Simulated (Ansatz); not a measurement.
# ZnS (database structure): how the settings move a single-point run

How sensitive is a single-point run of ZnS (database structure) to its settings? A reference run comes first, then four runs with altered input.

The COD entry's cell or inner coordinates are ideal or old and differ from later refinements, so a difference from it is no clean test against experiment.

Program: Ansatz 0.2.0. Level of theory: reference: DFT PBE, plane waves, PAW, scalar-relativistic, no spin polarisation. These are calculated values, not measurements.

**1. The starting structure**

Symmetry: P6_3mc, No. 186, hexagonal system. Conventional cell: a = 3.761 Å, b = 3.761 Å, c = 6.153 Å, α = 90.00°, β = 90.00°, γ = 120.00°. Zn (site symmetry 3m) is surrounded by 4 S at 2.30 to 2.31 Å. S (site symmetry 3m) has 4 Zn at 2.30 to 2.31 Å as nearest neighbours.

Structure file:

```
Zn S
1.0
     3.76127    0.00000    0.00000
    -1.88063    3.25735    0.00000
     0.00000    0.00000    6.15265
Zn S
2 2
Direct
  0.66667 0.33333 0.00000
  0.33333 0.66667 0.50000
  0.66667 0.33333 0.37500
  0.33333 0.66667 0.87500
```

**2. The reference run**

The input, input.yaml:

```yaml
crystal:
  lattice:
    - [3.76126698, 0.0, 0.0]
    - [-1.88063349, 3.25734998, 0.0]
    - [0.0, 0.0, 6.15264717]
  atoms:
    - { symbol: Zn, position: [0.66667, 0.33333, 0.0] }
    - { symbol: Zn, position: [0.33334, 0.66667, 0.5] }
    - { symbol: S, position: [0.66667, 0.33333, 0.375] }
    - { symbol: S, position: [0.33334, 0.66667, 0.875] }
  symmetry: { tolerance: 0.0003 }
kpoints:
  mp_grid: { grid: [6, 6, 3], shift: [0, 0, 0] }
magnetization:
  spin_polarized: false
scf:
  occupations: { method: fermi_dirac }
hamiltonian:
  pseudopotentials: { kind: paw }
  xc: pbe
basis:
  ecutwfc: 420
output:
  forces: true
  stress: true
  eigenvalues: true
  write_density: true
  write_potential: true
  elf: true
  volumetric_format: npy
```

The run is started by

```
ansatz run input.yaml --threads 1 --pin off --max-ram 2560MiB --backend cpu --events-out ev --progress --plain --runs-dir out
```

Log (excerpt; [...] marks lines left out):

```text
Warning: the atoms were moved onto the symmetric positions of the space group found under crystal.symmetry.tolerance 3.0e-4 (fractional; no operation is sought that the atoms, as they stand in a round, miss by more than twice it, and no atom is moved by as much as it), and the run uses [...]
Warning: RAYON_NUM_THREADS=1 ignored (pool sized by the plan → 1); use --threads N
[...]
Pseudopotentials: kind: paw
Pseudopotential: Zn, paw, valence charge 12, recommended cutoff 420 eV (normal), Zn.paw.azcp
Pseudopotential: S, paw, valence charge 6, recommended cutoff 420 eV (normal), S.paw.azcp
Functional definition: PBE
[...]
Crystal: 4 atoms, lattice volume = 75.381 Å³
Basis set: ecut = 420 eV, 1473 PW (Γ), exchange–correlation on 54×54×90 points (8 copies of the dense FFT grid, shifted against one another)
Bands: 22, of which v1, the nominal top of the filled ones, is band 18 counted from 1 (17 counted from 0)
Symmetry: 12 space group operations
Space group: P63mc (ITA 186), of the structure as read, at distance tolerance 1.3e-3 Å
k-points: 14 of 108 (time reversal used)
[...]
SCF iter   1: F=—  HF=-8445.364818 eV  |F-HF|=—  |Δ(HF+E_count)|=         —  Δρ=4.56e-4  dr2=1.02e-4  ethr=1.77e-3  ⟨swp⟩=5.4  Hψ=1456  notcnv=0
[...]
SCF iter   6: F=-8445.365099 eV  HF=-8445.365099 eV  |F-HF|=2.06e-8  |Δ(HF+E_count)|=   3.74e-7  Δρ=1.14e-5  dr2=7.72e-8  ethr=2.78e-10  ⟨swp⟩=6.1  Hψ=2109  notcnv=0
[...]
SCF converged after 6 iterations
Free energy (F): -8445.365099 eV
[...]
E sigma→0 (E₀):  -8445.365098 eV
Entropy (-TS):   -0.000001 eV (-0.000 meV/atom)
Fermi energy:    7.674621 eV
[...]
--- Forces (eV/Å), atoms counted from 1 ---
  atom   1  Zn     0.00000000    -0.00000000     0.01531166
  atom   2  Zn     0.00000000    -0.00000000     0.01531166
  atom   3  S     -0.00000000     0.00000000    -0.01532990
  atom   4  S      0.00000000     0.00000000    -0.01532990
[...]
--- Stress (GPa, compression-positive) ---
        5.442726      -0.000000      -0.000000
       -0.000000       5.442726       0.000000
       -0.000000       0.000000       5.781458
  P = ⅓ Tr σ = 5.5556 GPa (55.556 kbar)
--- Band table (eV; the first three rows and the last of 14) ---
  k-point 0: bands = ["-7.0827", "-6.0584", "-0.1137", "-0.1018", "-0.1018", "-0.0126", "-0.0126", "0.3905", "0.3905", "0.4784", "0.4784", "0.6218", "0.8199", "5.4511", "5.4511", "6.3417", "6.4130", "6.4130", "8.8087", "9.5566", "12.6535", "12.6535"]
[...]
```

It took 2.5 s on 1 thread of Arm Neoverse V2, shared host; peak memory 0.29 GiB.

**3. Variant: occupations.method gaussian, occupations.width 0.05**

Edit input.yaml of step 2 so:

```diff
@@ -16,3 +16,3 @@
 scf:
-  occupations: { method: fermi_dirac }
+  occupations: { method: gaussian, width: 0.05 }
 hamiltonian:
@@ -26,5 +26 @@
   eigenvalues: true
-  write_density: true
-  write_potential: true
-  elf: true
-  volumetric_format: npy
```

The run is started by

```
ansatz run input.yaml --threads 1 --pin off --max-ram 2560MiB --backend cpu --events-out ev --progress --plain --runs-dir out
```

Log (excerpt; [...] marks lines left out):

```text
Warning: the atoms were moved onto the symmetric positions of the space group found under crystal.symmetry.tolerance 3.0e-4 (fractional; no operation is sought that the atoms, as they stand in a round, miss by more than twice it, and no atom is moved by as much as it), and the run uses [...]
Warning: RAYON_NUM_THREADS=1 ignored (pool sized by the plan → 1); use --threads N
[...]
[... 4 set-up lines as earlier in the session ...]
[...]
Crystal: 4 atoms, lattice volume = 75.381 Å³
Basis set: ecut = 420 eV, 1473 PW (Γ), exchange–correlation on 54×54×90 points (8 copies of the dense FFT grid, shifted against one another)
Bands: 22, of which v1, the nominal top of the filled ones, is band 18 counted from 1 (17 counted from 0)
[... 2 set-up lines as earlier in the session ...]
k-points: 14 of 108 (time reversal used)
[...]
SCF iter   1: F=—  HF=-8445.364687 eV  |F-HF|=—  |Δ(HF+E_count)|=         —  Δρ=4.59e-4  dr2=1.03e-4  ethr=1.77e-3  ⟨swp⟩=5.6  Hψ=1451  notcnv=0
[...]
SCF iter   6: F=-8445.365099 eV  HF=-8445.365098 eV  |F-HF|=1.26e-8  |Δ(HF+E_count)|=   3.72e-7  Δρ=1.31e-5  dr2=9.83e-8  ethr=2.78e-10  ⟨swp⟩=2.9  Hψ=1261  notcnv=0
[...]
SCF converged after 6 iterations
Free energy (F): -8445.365099 eV
[...]
E sigma→0 (E₀):  -8445.365099 eV
Fermi energy:    7.611199 eV
[...]
--- Forces (eV/Å), atoms counted from 1 ---
  atom   1  Zn    -0.00000000    -0.00000000     0.01530781
  atom   2  Zn     0.00000000     0.00000000     0.01530781
  atom   3  S     -0.00000000    -0.00000000    -0.01533171
  atom   4  S     -0.00000000     0.00000000    -0.01533171
[...]
--- Stress (GPa, compression-positive) ---
        5.442717      -0.000000      -0.000000
        0.000000       5.442717       0.000000
       -0.000000       0.000000       5.781449
  P = ⅓ Tr σ = 5.5556 GPa (55.556 kbar)
--- Band table (eV; the first three rows and the last of 14) ---
[... band rows left out ...]
[...]
```

It took 1.9 s on 1 thread of Arm Neoverse V2, shared host; peak memory 0.29 GiB.

Changing the smearing hardly moves the energy: 0.0 meV/atom.

**4. Changing settings: occupations.method tetrahedron, dr2_threshold 1.0e-05, lower_state_search off**

Edit input.yaml of step 2 so:

```diff
@@ -16,3 +16,5 @@
 scf:
-  occupations: { method: fermi_dirac }
+  occupations: { method: tetrahedron }
+  convergence: { dr2_threshold: 1.0e-05 }
+  lower_state_search: "off"
 hamiltonian:
@@ -26,5 +28 @@
   eigenvalues: true
-  write_density: true
-  write_potential: true
-  elf: true
-  volumetric_format: npy
```

The run is started by

```
ansatz run input.yaml --threads 1 --pin off --max-ram 2560MiB --backend cpu --events-out ev --progress --plain --runs-dir out
```

Log (excerpt; [...] marks lines left out):

```text
Warning: output.forces, output.stress, relax.cell or npt_langevin: where a Kohn–Sham band that disperses or a degenerate level is filled in part under the method tetrahedron, the forces or the stress that this run publishes need not agree with its energy (scf.occupations.method in the [...]
Warning: the atoms were moved onto the symmetric positions of the space group found under crystal.symmetry.tolerance 3.0e-4 (fractional; no operation is sought that the atoms, as they stand in a round, miss by more than twice it, and no atom is moved by as much as it), and the run uses [...]
Warning: scf.convergence.dr2_threshold = 1e-5 eV is looser than this run's default, which is 1e-7 eV or tighter. The error in the forces grows as the threshold's square root, so leave the key out unless less accurate forces are enough
Warning: output.stress: scf.convergence.dr2_threshold = 1e-5 eV is looser than the 4e-10 eV advised for a printed stress (1e-10 eV for each atom of the cell: 4). What an SCF threshold leaves in a stress goes as its square root, and in the free energy as the threshold itself, and one [...]
Warning: RAYON_NUM_THREADS=1 ignored (pool sized by the plan → 1); use --threads N
band count auto-derived: 23 (N_el = 36.0; filled up to band 18; 22 by the electrons, moments and atoms)
[...]
[... 2 set-up lines as earlier in the session ...]
[...]
Basis set: ecut = 420 eV, 1473 PW (Γ), exchange–correlation on 54×54×90 points (8 copies of the dense FFT grid, shifted against one another)
Bands: 23, of which v1, the nominal top of the filled ones, is band 18 counted from 1 (17 counted from 0)
[... 2 set-up lines as earlier in the session ...]
k-points: 14 of 108 (time reversal used)
[...]
SCF iter   1: F=—  HF=-8445.364726 eV  |F-HF|=—  |Δ(HF+E_count)|=         —  Δρ=4.50e-4  dr2=9.13e-5  ethr=1.77e-3  ⟨swp⟩=6.5  Hψ=1615  notcnv=0
[...]
SCF iter   4: F=-8445.365090 eV  HF=-8445.365097 eV  |F-HF|=6.47e-6  |Δ(HF+E_count)|=   1.59e-5  Δρ=1.20e-4  dr2=6.75e-6  ethr=2.78e-8  ⟨swp⟩=5.6  Hψ=1361  notcnv=0
[...]
SCF converged after 4 iterations
Stability not checked: this state was not tested for a lower state beside it, because cold or Methfessel-Paxton smearing, or corrected tetrahedra, fill the levels in a way that the test cannot read (fill_not_monotonic; see scf.lower_state_search)
Free energy (F): -8445.365090 eV
[...]
E sigma→0 (E₀):  -8445.365090 eV
Fermi energy:    6.413203 eV
[...]
--- Forces (eV/Å), atoms counted from 1 ---
  atom   1  Zn    -0.00000000    -0.00000000     0.01515767
  atom   2  Zn     0.00000000     0.00000000     0.01515767
  atom   3  S     -0.00000000    -0.00000000    -0.01534889
  atom   4  S     -0.00000000     0.00000000    -0.01534889
[...]
--- Stress (GPa, compression-positive) ---
        5.439220      -0.000000      -0.000000
       -0.000000       5.439220       0.000000
       -0.000000       0.000000       5.778953
  P = ⅓ Tr σ = 5.5525 GPa (55.525 kbar)
--- Band table (eV; the first three rows and the last of 14) ---
[... band rows left out ...]
[...]
```

It took 1.6 s on 1 thread of Arm Neoverse V2, shared host; peak memory 0.28 GiB.

Changing the smearing, convergence setting and search for lower states leaves the energy as it was (0.0 meV/atom).

**5. Changed: occupations.width 0.01**

Edit input.yaml of step 2 so:

```diff
@@ -16,3 +16,3 @@
 scf:
-  occupations: { method: fermi_dirac }
+  occupations: { method: fermi_dirac, width: 0.01 }
 hamiltonian:
@@ -26,5 +26 @@
   eigenvalues: true
-  write_density: true
-  write_potential: true
-  elf: true
-  volumetric_format: npy
```

The run is started by

```
ansatz run input.yaml --threads 1 --pin off --max-ram 2560MiB --backend cpu --events-out ev --progress --plain --runs-dir out
```

Log (excerpt; [...] marks lines left out):

```text
Warning: the atoms were moved onto the symmetric positions of the space group found under crystal.symmetry.tolerance 3.0e-4 (fractional; no operation is sought that the atoms, as they stand in a round, miss by more than twice it, and no atom is moved by as much as it), and the run uses [...]
Warning: RAYON_NUM_THREADS=1 ignored (pool sized by the plan → 1); use --threads N
[...]
[... 4 set-up lines as earlier in the session ...]
[...]
Crystal: 4 atoms, lattice volume = 75.381 Å³
Basis set: ecut = 420 eV, 1473 PW (Γ), exchange–correlation on 54×54×90 points (8 copies of the dense FFT grid, shifted against one another)
Bands: 22, of which v1, the nominal top of the filled ones, is band 18 counted from 1 (17 counted from 0)
[... 2 set-up lines as earlier in the session ...]
k-points: 14 of 108 (time reversal used)
[...]
SCF iter   1: F=—  HF=-8445.364735 eV  |F-HF|=—  |Δ(HF+E_count)|=         —  Δρ=4.57e-4  dr2=1.02e-4  ethr=1.77e-3  ⟨swp⟩=6.3  Hψ=1526  notcnv=0
[...]
SCF iter   6: F=-8445.365099 eV  HF=-8445.365098 eV  |F-HF|=2.45e-8  |Δ(HF+E_count)|=   3.87e-7  Δρ=1.06e-5  dr2=6.91e-8  ethr=2.78e-10  ⟨swp⟩=3.0  Hψ=1279  notcnv=0
[...]
SCF converged after 6 iterations
Free energy (F): -8445.365099 eV
[...]
E sigma→0 (E₀):  -8445.365099 eV
Fermi energy:    7.614314 eV
[...]
--- Forces (eV/Å), atoms counted from 1 ---
  atom   1  Zn    -0.00000000    -0.00000000     0.01531030
  atom   2  Zn     0.00000000     0.00000000     0.01531030
  atom   3  S     -0.00000000    -0.00000000    -0.01532955
  atom   4  S      0.00000000     0.00000000    -0.01532955
[...]
--- Stress (GPa, compression-positive) ---
        5.442714       0.000000      -0.000000
       -0.000000       5.442714       0.000000
       -0.000000       0.000000       5.781460
  P = ⅓ Tr σ = 5.5556 GPa (55.556 kbar)
--- Band table (eV; the first three rows and the last of 14) ---
[... band rows left out ...]
[...]
```

Run time: 1.9 s. Hardware: 1 thread of Arm Neoverse V2, shared host; peak memory 0.29 GiB.

Changing the smearing leaves the energy as it was (0.0 meV/atom).

**6. Variant: dispersion d4**

Edit input.yaml of step 2 so:

```diff
@@ -20,2 +20,3 @@
   xc: pbe
+  dispersion: d4
 basis:
@@ -26,5 +27 @@
   eigenvalues: true
-  write_density: true
-  write_potential: true
-  elf: true
-  volumetric_format: npy
```

The run is started by

```
ansatz run input.yaml --threads 1 --pin off --max-ram 2560MiB --backend cpu --events-out ev --progress --plain --runs-dir out
```

Log (excerpt; [...] marks lines left out):

```text
Warning: the atoms were moved onto the symmetric positions of the space group found under crystal.symmetry.tolerance 3.0e-4 (fractional; no operation is sought that the atoms, as they stand in a round, miss by more than twice it, and no atom is moved by as much as it), and the run uses [...]
Warning: RAYON_NUM_THREADS=1 ignored (pool sized by the plan → 1); use --threads N
[...]
[... 4 set-up lines as earlier in the session ...]
[...]
Crystal: 4 atoms, lattice volume = 75.381 Å³
Basis set: ecut = 420 eV, 1473 PW (Γ), exchange–correlation on 54×54×90 points (8 copies of the dense FFT grid, shifted against one another)
Bands: 22, of which v1, the nominal top of the filled ones, is band 18 counted from 1 (17 counted from 0)
[... 2 set-up lines as earlier in the session ...]
k-points: 14 of 108 (time reversal used)
[...]
SCF iter   1: F=—  HF=-8446.648160 eV  |F-HF|=—  |Δ(HF+E_count)|=         —  Δρ=4.56e-4  dr2=1.02e-4  ethr=1.77e-3  ⟨swp⟩=5.4  Hψ=1456  notcnv=0
[...]
SCF iter   6: F=-8446.648441 eV  HF=-8446.648441 eV  |F-HF|=2.06e-8  |Δ(HF+E_count)|=   3.74e-7  Δρ=1.14e-5  dr2=7.72e-8  ethr=2.78e-10  ⟨swp⟩=3.0  Hψ=1284  notcnv=0
[...]
SCF converged after 6 iterations
Free energy (F): -8446.648441 eV
[...]
E sigma→0 (E₀):  -8446.648441 eV
Entropy (-TS):   -0.000001 eV (-0.000 meV/atom)
Fermi energy:    7.674621 eV
[...]
--- Forces (eV/Å), atoms counted from 1 ---
  atom   1  Zn    -0.00000000    -0.00000000     0.01911343
  atom   2  Zn     0.00000000    -0.00000000     0.01911343
  atom   3  S     -0.00000000    -0.00000000    -0.01913253
  atom   4  S      0.00000000     0.00000000    -0.01913253
[...]
--- Stress (GPa, compression-positive) ---
        2.535412       0.000000      -0.000000
       -0.000000       2.535412       0.000000
       -0.000000       0.000000       2.934880
  P = ⅓ Tr σ = 2.6686 GPa (26.686 kbar)
--- Band table (eV; the first three rows and the last of 14) ---
[... band rows left out ...]
[...]
```

Wall time 2 s (1 thread of Arm Neoverse V2, shared host); peak memory 0.29 GiB.

The energy moves by -320.8 meV/atom, nearly all of it the dispersion term itself (-320.8 meV/atom); that offset belongs to the model and is no gain or loss of stability; the pressure goes from 5.6 to 2.7 GPa.

**7. All runs together**

| run | ending | energy change | pressure (GPa) | gap (eV) | force (eV/Å) | cycles | time |
| --- | --- | --- | --- | --- | --- | --- | --- |
| reference | converged | 0 | 5.6 | 2.40 | 0.02 | 6 | 2.5 s |
| 1: occupations.method gaussian, occupations.width 0.05 | converged | 0.0 meV/atom (σ→0) | 5.6 | 2.40 | 0.02 | 6 | 1.9 s |
| 2: occupations.method tetrahedron, dr2_threshold 1.0e-05, lower_state_search off | converged | 0.0 meV/atom (σ→0) | 5.6 | 2.40 | 0.02 | 4 | 1.6 s |
| 3: occupations.width 0.01 | converged | 0.0 meV/atom (σ→0) | 5.6 | 2.40 | 0.02 | 6 | 1.9 s |
| 4: dispersion d4 | converged | -320.8 meV/atom (offset of the dispersion model) | 2.7 | 2.40 | 0.02 | 6 | 2 s |

Times don't compare one to one where runs were asked for different outputs or read a saved state (see the inputs); cycles may leave out searches for a lower state.

Residual by cycle in the longest SCF loop of each run; runs are numbered as in the table. The quantity is the density residual dr2, in eV.

| cycle | reference | run 1 | run 2 | run 3 | run 4 |
| --- | --- | --- | --- | --- | --- |
| 1 | 1.0e-4 | 1.0e-4 | 9.1e-5 | 1.0e-4 | 1.0e-4 |
| 2 | 8.9e-5 | 9.2e-5 | 1.0e-4 | 9.1e-5 | 8.9e-5 |
| 3 | 1.1e-5 | 1.2e-5 | 1.4e-5 | 1.2e-5 | 1.1e-5 |
| 4 | 4.6e-6 | 4.3e-6 | 6.7e-6 | 4.8e-6 | 4.6e-6 |
| 5 | 5.1e-7 | 4.4e-7 | - | 4.4e-7 | 5.1e-7 |
| 6 | 7.7e-8 | 9.8e-8 | - | 6.9e-8 | 7.7e-8 |

What this shows: Of the converged runs whose energies compare with the reference's, none moves it noticeably.

These are semilocal Kohn-Sham gaps, which aren't the measured quantity. Such gaps usually fall short of the measured ones.
